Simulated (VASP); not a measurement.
A run of VASP 6.6.1 is set up as follows.

The input INCAR:

```
SYSTEM = Al2Cu
PREC     = Accurate       ! precision mode
ENCUT    = 600            ! plane-wave cutoff, eV
EDIFF    = 1E-7           ! SCF threshold, eV
ISMEAR   = 0              ! smearing method
SIGMA    = 0.1            ! smearing width, eV
LREAL    = .False.        ! projectors in reciprocal space
LASPH    = .True.         ! aspherical terms in the spheres
NELM     = 80             ! most SCF steps
ALGO     = Fast           ! electronic algorithm
ISIF     = 3              ! what is computed and relaxed
LWAVE    = .False.        ! write WAVECAR
LCHARG   = .False.        ! write CHGCAR
GGA      = RP             ! functional
IBRION   = 2              ! ionic algorithm
NSW      = 90             ! ionic steps
EDIFFG   = -0.005         ! ionic threshold
```

KPOINTS

```
Automatic mesh
0
Gamma
  14 14 14
  0 0 0
```

File POSCAR:

```
Al2Cu
1.0
   -2.0303375000      2.0303375000      2.8510940000
    2.0303375000     -2.0303375000      2.8510940000
    2.0303375000      2.0303375000     -2.8510940000
Al Cu
2 1
Direct
    0.7500000000      0.2500000000      0.5000000000
    0.2500000000      0.7500000000      0.5000000000
    0.5000000000      0.5000000000      0.0000000000
```

Potentials or basis: VASP PAW PBE potentials, release 64 (Al, Cu).

Run with:

```sh
$ cat potpaw_PBE.64/Al/POTCAR potpaw_PBE.64/Cu/POTCAR > POTCAR
$ mpirun -np 1 vasp_std > vasp.out
```

(1) What does it give for the band gap on the k mesh?

(2) What does it give for the space group after relaxing (to 0.05 Å)?

Results:

(1) none (metal or under the smearing width).

(2) Fm-3m (No. 225).
